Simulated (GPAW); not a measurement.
# InP (F-43m) in GPAW: single point with PBE

Aim: the single point of InP with PBE.

All numbers are computed with GPAW 26.7.0; they aren't measurements. Logs are shortened: lines on timing, memory, paths and dates and some standing lists are left out, and cuts for length are marked. The log counts tension as positive stress, the text compression.

## 1. Starting point

It takes space group F-43m (No. 216, cubic). Conventional cell: a = 5.861 Å, b = 5.861 Å, c = 5.861 Å, α = 90.00°, β = 90.00°, γ = 90.00°. In (site symmetry -43m) has 4 P at 2.54 Å as nearest neighbours. P (site symmetry -43m) has 4 In at 2.54 Å as nearest neighbours.

## 2. Single point, PBE

Contents of run.py:

```python
from ase import Atoms
from ase.dft.bandgap import bandgap
from ase.io import write
from ase.units import GPa
from gpaw import GPAW, PW

atoms = Atoms(['In', 'P'],
              cell=[[0.0, 2.9305, 2.9305],
                    [2.9305, 0.0, 2.9305],
                    [2.9305, 2.9305, 0.0]],
              scaled_positions=[[0.0, 0.0, 0.0],
                                [0.75, 0.75, 0.75]],
              pbc=True)

calc = GPAW(mode=PW(400),
            xc='PBE',
            kpts={'size': (6, 6, 6), 'gamma': True},
            occupations={'name': 'fermi-dirac', 'width': 0.01},
            nbands=18,
            convergence={'density': 1e-05, 'energy': 1e-05},
            maxiter=150,
            txt='gpaw.txt')
atoms.calc = calc
energy = atoms.get_potential_energy()
forces = atoms.get_forces()
stress = atoms.get_stress()
calc.write('gs.gpw')
write('result.traj', atoms)
print(f'Energy: {energy:.6f} eV')
print('Forces (eV/A):')
print(forces.round(4))
print('Stress (GPa):', (stress / GPa).round(3))
print('Fermi level:', round(calc.get_fermi_level(), 4), 'eV')
print(f'Gap: {bandgap(calc)[0]:.4f} eV, direct: {bandgap(calc, direct=True)[0]:.4f} eV')
```

Potentials or basis: GPAW PAW data sets (gpaw-data 1.2.1), pw.

Launch:

```sh
$ OMP_NUM_THREADS=1 python run.py
```

gpaw.txt:

```text
__  _  _
 | _ |_)|_||  |
 |__||  | ||/\| - 26.7.0

Input parameters:
  mode=PW(ecut=400.0),
  convergence={'density': 1e-05, 'energy': 1e-05},
  kpts=MonkhorstPack(size=(6, 6, 6), gamma=True),
  maxiter=150,
  nbands=18,
  occupations=Occupations(name='fermi-dirac', width=0.01),
  xc=XC(name='PBE')

Diagonalizing LCAO Hamiltonian
Converting LCAO to pw mode

                     P

       In

Atoms  # Å, Bohr magnetons
|   | symbol |        x |        y |        z |    initial magnetic moments |
|---|--------|----------|----------|----------|-----------------------------|
| 0 |     In | 0.000000 | 0.000000 | 0.000000 | ( 0.0000,  0.0000,  0.0000) |
| 1 |      P | 4.395750 | 4.395750 | 4.395750 | ( 0.0000,  0.0000,  0.0000) |

Unit cell  # Å
| periodic |        x |        y |        z |  lengths |    angles |
|----------|----------|----------|----------|----------|-----------|
|      yes | 0.000000 | 2.930500 | 2.930500 | 4.144353 | 60.000000 |
|      yes | 2.930500 | 0.000000 | 2.930500 | 4.144353 | 60.000000 |
|      yes | 2.930500 | 2.930500 | 0.000000 | 4.144353 | 60.000000 |

Number of symmetries: 24
Symmetry operations  # r_c * U_cc + t_c -> r_c
|    | kind |            matrix            |
|----|------|------------------------------|
|  0 |  E   |  1, 0, 0,  0, 1, 0,  0, 0, 1 |
|  1 |  σ   |  1, 0, 0,  0, 0, 1,  0, 1, 0 |
|  2 |  σ   |  1, 0,-1,  0, 1,-1,  0, 0,-1 |
|  3 |  C3  |  1, 0,-1,  0, 0,-1,  0, 1,-1 |
|  4 |  C3  |  1,-1, 0,  0,-1, 1,  0,-1, 0 |
|  5 |  σ   |  1,-1, 0,  0,-1, 0,  0,-1, 1 |
|  6 |  σ   |  0, 1, 0,  1, 0, 0,  0, 0, 1 |
|  7 |  C3  |  0, 1, 0,  0, 0, 1,  1, 0, 0 |
|  8 |  C2  |  0, 1,-1,  1, 0,-1,  0, 0,-1 |
|  9 |  S4  |  0, 1,-1,  0, 0,-1,  1, 0,-1 |
| 10 |  C3  |  0, 0, 1,  1, 0, 0,  0, 1, 0 |
| 11 |  σ   |  0, 0, 1,  0, 1, 0,  1, 0, 0 |
| 12 |  S4  |  0, 0,-1,  1, 0,-1,  0, 1,-1 |
| 13 |  C3  |  0, 0,-1,  0, 1,-1,  1, 0,-1 |
| 14 |  S4  |  0,-1, 1,  1,-1, 0,  0,-1, 0 |
| 15 |  C2  |  0,-1, 1,  0,-1, 0,  1,-1, 0 |
| 16 |  C3  |  0,-1, 0,  1,-1, 0,  0,-1, 1 |
| 17 |  S4  |  0,-1, 0,  0,-1, 1,  1,-1, 0 |
| 18 |  S4  | -1, 1, 0, -1, 0, 1, -1, 0, 0 |
| 19 |  C3  | -1, 1, 0, -1, 0, 0, -1, 0, 1 |
| 20 |  C3  | -1, 0, 1, -1, 1, 0, -1, 0, 0 |
| 21 |  S4  | -1, 0, 1, -1, 0, 0, -1, 1, 0 |
| 22 |  σ   | -1, 0, 0, -1, 1, 0, -1, 0, 1 |
| 23 |  C2  | -1, 0, 0, -1, 0, 1, -1, 1, 0 |

BZ-sampling:
  Number of BZ points: 216
  Number of IBZ points: 16

  Monkhorst-Pack size: [6, 6, 6]
  Monkhorst-Pack shift: [0.08333333333333333, 0.08333333333333333, 0.08333333333333333]

K-points  # in reciprocal-cell coordinates
|     |                                coordinates |     weight |
|-----|--------------------------------------------|------------|
|   0 | (  0.00000000,   0.00000000,   0.00000000) | 0.00462963 |
|   1 | (  0.16666667,   0.16666667,   0.00000000) | 0.02777778 |
|   2 | (  0.16666667,   0.16666667,   0.16666667) | 0.03703704 |
|   3 | (  0.33333333,   0.16666667,   0.16666667) | 0.05555556 |
|   4 | (  0.33333333,   0.33333333,  -0.33333333) | 0.05555556 |
|   5 | (  0.33333333,   0.33333333,   0.00000000) | 0.02777778 |
|   6 | (  0.33333333,   0.33333333,   0.16666667) | 0.11111111 |
|   7 | (  0.33333333,   0.33333333,   0.33333333) | 0.03703704 |
|   8 | (  0.50000000,   0.33333333,  -0.33333333) | 0.11111111 |
|   9 | (  0.50000000,   0.33333333,  -0.16666667) | 0.05555556 |
| ... |                                            |            |
|  15 | (  0.50000000,   0.50000000,   0.50000000) | 0.01851852 |

Plane wave coefficients: 941
Cutoff: 400.0 eV

Spin-components: 1 (collinear spins)
Bands:           18
Projectors:      11
Spin-degeneracy: 2
Datatype:        complex128

Density:
  Valence electrons: 18.0
  Components: 1
  Grid points: [20 20 20]
  Charge: 0.0  # |e|

Potential:
  Grid points: [20 20 20]

species:
  In:
    name:    Indium
    Z:       49.0
    valence: 13
    core:    36
    charge:  0.0  # [|e|]
    compensation charges:
      type: gauss
      rc: 0.36  # [Å]
      lmax: 2
    cutoffs:
      filter: 2.09  # [Å]
      core: 2.48  # [Å]
    projectors
    | kind |    occ | energy [eV] | rcut [Å] |
    |------|--------|-------------|----------|
    |   5s |  2.000 |      -8.203 |    1.185 |
    |   5p |  1.000 |      -2.521 |    1.244 |
    |   4d | 10.000 |     -18.629 |    1.148 |
    |    s |        |      19.008 |    1.185 |
    |    p |        |      24.691 |    1.244 |
    |    d |        |       8.583 |    1.148 |

    Using partial waves for In as LCAO basis

  P:
    name:    Phosphorus
    Z:       15.0
    valence: 5
    core:    10
    charge:  0.0  # [|e|]
    compensation charges:
      type: gauss
      rc: 0.30  # [Å]
      lmax: 2
    cutoffs:
      filter: 1.69  # [Å]
      core: 1.81  # [Å]
    projectors
    | kind |    occ | energy [eV] | rcut [Å] |
    |------|--------|-------------|----------|
    |   3s |  2.000 |     -13.968 |    0.953 |
    |   3p |  3.000 |      -5.506 |    0.953 |
    |    s |        |      13.244 |    0.953 |
    |    p |        |      21.705 |    0.953 |
    |    d |        |       0.000 |    0.953 |

    Using partial waves for P as LCAO basis

Reference energy: -169278.333319  # eV

eigensolver:
  PPCG
  Converge bands: occupied
  niter=2

density mixing:
  MSR1-Mixer
  Pratt-step length: 0.05
  Maximum mixing coefficient: 0.75
  Old densities: 10
  SVD Regularization: 0.005
  Good broyden scale: 1.0
  Trust region scale: 1.0
  Backstep threshold: 4.0
  History deletion threshold: 6.0
  Fourier metric: weight=20.0, sigma=0.015

occupation numbers:
  Fermi-Dirac:
    width: 0.0100  # eV

poisson solver:
  ecut: 3200.0  # eV

xc functional:
  name: PBE with 2 nearest neighbor stencil

convergence criteria:
- Maximum integral of absolute [dens]ity change: 1e-05 electrons / valence electron
- Maximum [total energy] change in last 3 cyles: 1e-05 eV / valence electron
- Maximum integral of absolute [eigenst]ate change: 4e-08 eV^2 / valence electron
maximum number of iterations: 150

SCF iterations
|iter     | |      energy | eigst |  dens |
|---------|-|-------------|-------|-------|
|iter:   1| |   -8.822804 | -0.44 |       |
|iter:   2| |   -8.744695 | -2.34 | -1.11 |
|iter:   3| |   -8.456560 | -1.83 | -1.15 |
|iter:   4| |   -8.456160 | -3.31 | -1.75 |
|iter:   5| |   -8.456169 | -4.08 | -2.25 |
|iter:   6| |   -8.456208c| -5.42 | -3.06 |
|iter:   7| |   -8.456213c| -6.55 | -3.57 |
|iter:   8| |   -8.456213c| -7.94c| -4.64 |
|iter:   9| |   -8.456213c| -8.41c| -5.34c|

Converged in 9 steps
Energy contributions relative to reference atoms: (reference = -169278.333319)

Energy contributions:
  Kinetic:          23.919376
  Coulomb:         -21.984648
  Zero:              0.305077
  External:          0.000000
  Xc:              -10.696017
  Entropy:          -0.000000
  Spinorbit:         0.000000
  ----------------------------
  Free energy:      -8.456213
  Extrapolated:     -8.456213

dipole moment: (-16.896090, -16.896090, -16.896090)  # |e|*Ang

Fermi level: 5.128
Eigenvalues  # (at kpt = [0.000, 0.000, 0.000])
| band index |      eig [eV] | occ [0-2] |
|------------|---------------|-----------|
|          0 |        -9.166 |     2.000 |
|          1 |        -9.166 |     2.000 |
|          2 |        -9.166 |     2.000 |
|          3 |        -9.014 |     2.000 |
|          4 |        -9.014 |     2.000 |
|          5 |        -6.600 |     2.000 |
[... 10 lines left out ...]
|         16 |        16.137 |     0.000 |
|         17 |        16.137 |     0.000 |

Gap: 0.702 eV
Transition (v -> c):
  (s=0, k=0, n=8, [0.00, 0.00, 0.00]) -> (s=0, k=0, n=9, [0.00, 0.00, 0.00])
No difference between direct/indirect transitions

Forces  # eV/Ang
|        x |       y |        z |
|----------|---------|----------|
|  0.00000 | 0.00000 | -0.00000 |  # In   0
| -0.00000 | 0.00000 | -0.00000 |  # P    1

Stress tensor  # eV/Ang^3
|         x |         y |         z |
|-----------|-----------|-----------|
| -0.005805 |  0.000000 |  0.000000 |
|  0.000000 | -0.005805 |  0.000000 |
|  0.000000 |  0.000000 | -0.005805 |

# Writing to gs.gpw (mode='')
```

stdout:

```text
Energy: -8.456213 eV
Forces (eV/A):
[[ 0.  0. -0.]
 [-0.  0. -0.]]
Stress (GPa): [-0.93 -0.93 -0.93  0.    0.    0.  ]
Fermi level: 5.1285 eV
Gap: 0.7021 eV, direct: 0.7021 eV
```

It took 4.8 s on 1 thread of Intel Xeon 6975P-C (Granite Rapids), shared host; peak memory 0.13 GiB.

These settings aren't checked as converged: the numbers below hold their error.

What came out:

```
Free energy            : -8.4562 eV
Pressure               : 0.9 GPa
Band gap on the k mesh : 0.70 eV, direct
```

Caveat: the cutoff is short for stress and forces, so pressures can be off by a GPa or more; spin-orbit coupling is left out, which moves the levels of the heavy elements.
